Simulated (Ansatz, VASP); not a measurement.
## BaTe in VASP and in Ansatz

POSCAR

```
BaTe
1.0
    0.1513474688      4.0655061454      4.0655061454
    4.0655061454      0.1513474688      4.0655061454
    4.0655061454      4.0655061454      0.1513474688
Ba Te
1 1
Direct
    0.0032527277      0.0032527277      0.0032527277
    0.2467472723      0.2467472723      0.2467472723
```

INCAR.step1

```
SYSTEM = BaTe
PREC = Accurate ; ENCUT = 520
ISMEAR = 0 ; SIGMA = 0.01
LREAL = .FALSE. ; LASPH = .TRUE.
NELM = 100 ; NBANDS = 15
GGA = PE ; ALGO = Normal
EDIFF = 1E-4 ; LWAVE = .TRUE.
LCHARG = .FALSE.
```

Contents of INCAR.step2:

```
SYSTEM = BaTe
PREC = Accurate ; ENCUT = 520
EDIFF = 1E-7 ; ISMEAR = 0
SIGMA = 0.01 ; LREAL = .FALSE.
LASPH = .TRUE. ; NELM = 100
ALGO = Normal ; ISIF = 2
LWAVE = .FALSE. ; LCHARG = .TRUE.
METAGGA = R2SCAN ; LMIXTAU = .TRUE.
LELF = .TRUE. ; LVHAR = .TRUE.
NBANDS = 15 ; ISTART = 1
```

KPOINTS

```
regular mesh
0
G
  6 6 6
  0 0 0
```

Input for Ansatz:

```yaml
crystal:
  lattice:
    - [0.1513474688, 4.0655061454, 4.0655061454]
    - [4.0655061454, 0.1513474688, 4.0655061454]
    - [4.0655061454, 4.0655061454, 0.1513474688]
  atoms:
    - { symbol: Ba, position: [0.0032527277, 0.0032527277, 0.0032527277] }
    - { symbol: Te, position: [0.2467472723, 0.2467472723, 0.2467472723] }
kpoints:
  mp_grid: { grid: [6, 6, 6] }
  band_path:
    path:
      - [0.0, 0.0, 0.0]
      - [-0.5, -0.5, 0.0]
      - [-0.375, -0.375, 0.25]
      - [-0.375, 0.0, 0.375]
      - [0.0, 0.0, 0.5]
      - [-0.5, -0.25, 0.25]
      - [0.0, 0.5, 0.5]
    npoints: 1
hamiltonian:
  xc: r2scan
scf:
  occupations: { method: fixed }
  n_extra_bands: 4
output:
  forces: true
  stress: true
  eigenvalues: true
  write_density: true
  write_potential: true
  elf: true
  volumetric_format: npy
```

Change from the starting cell: shear_111 strain +5.8%.

Alike in both runs: task single point; functional r2SCAN; k mesh 6 × 6 × 6; no spin polarisation.

|  | VASP | Ansatz |
| --- | --- | --- |
| version | VASP 6.6.1 | Ansatz 0.2.0 |
| potentials or method | VASP PAW PBE potentials, release 64 (Ba_sv, Te) | plane waves, PAW |
| plane-wave cutoff (eV) | 520 | 500 |
| occupations | gaussian, width 0.01 eV | fixed |
| valence electrons in the cell | 16 | 26 |

```tsv
	VASP	Ansatz	Ansatz less VASP
gap on the k mesh at the Fermi level (eV)	2.82	2.81	-0.003
pressure (GPa)	-0.9	-1.0	-0.16
largest component of the traceless stress (GPa)	0.22	0.22	0.000
rms of the force components (eV/Å)	0.006	0.002	-0.0040
```

Atom by atom the forces differ by 0.004 eV/Å (rms over components). The two sets of potentials don't hold the same shells in valence.

Caveats: the PAW data sets were made with another functional, which shifts forces and pressure a little (VASP); spin-orbit coupling is left out, which moves the levels of the heavy elements. A k mesh can miss the band edges.
